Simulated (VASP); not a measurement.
Set up this calculation in VASP 6.6.1, as the native input.

```
Task                   : dielectric tensor
Functional             : LDA
Potentials or basis    : VASP PAW LDA potentials, release 64 (Mo_sv, Se)
Cutoff                 : 600 eV
k mesh                 : 12 × 12 × 3
Occupations            : gaussian, width 0.03 eV
Spin                   : no spin polarisation
Monkhorst-Pack mesh    : no
Further INCAR settings : ALGO = Normal; EDIFF = 1e-08
```

The structure of MoSe2 lies in POSCAR:

```
MoSe2                                   
1.0
    3.2518099848      0.0000000000     -0.0000000000
   -1.6259049923      2.8161500550     -0.0000000000
    0.0000000000     -0.0000000000     12.7430801202
  Mo              Se            
     2     4
Direct
     0.3333333332999970    0.6666666667000030    0.2500000000000000
     0.6666666667000030    0.3333333332999970    0.7500000000000000
     0.3333333332999970    0.6666666667000030    0.6196920580990797
     0.6666666667000030    0.3333333332999970    0.1196920580990796
     0.3333333332999970    0.6666666667000030    0.8803079419009203
     0.6666666667000030    0.3333333332999970    0.3803079419009204
```

The input as run:

INCAR

```
PREC = Accurate
ENCUT = 600
EDIFF = 1E-8
ISMEAR = 0
SIGMA = 0.03
LREAL = F
LASPH = T
NELM = 80
ALGO = Normal
ISIF = 2
LWAVE = F
LCHARG = F
LEPSILON = T
KPAR = 2
```

KPOINTS

```
regular mesh
0
Gamma
  12 12 3
```

Potentials or basis: VASP PAW LDA potentials, release 64 (Mo_sv, Se).

Launch:

```console
$ cat potpaw_LDA.64/Mo_sv/POTCAR potpaw_LDA.64/Se/POTCAR > POTCAR
$ mpirun -np 2 vasp_std > vasp.out
```

Results of the run:

The band gap on the k mesh is 0.75 eV, indirect (least direct gap 1.51 eV), the electronic dielectric tensor (diagonal) is 16.81, 16.81, 8.89 and the born charges (mean of the diagonal) is Mo -1.65; Se +0.82 e.

Caveat: an odd mesh through Γ misses points on the zone boundary, where band edges often lie.

It took 12 min on 2 MPI ranks on AMD EPYC 9R45 96-Core Processor (Zen 5) (shared host), peak memory 0.88 GiB a rank.
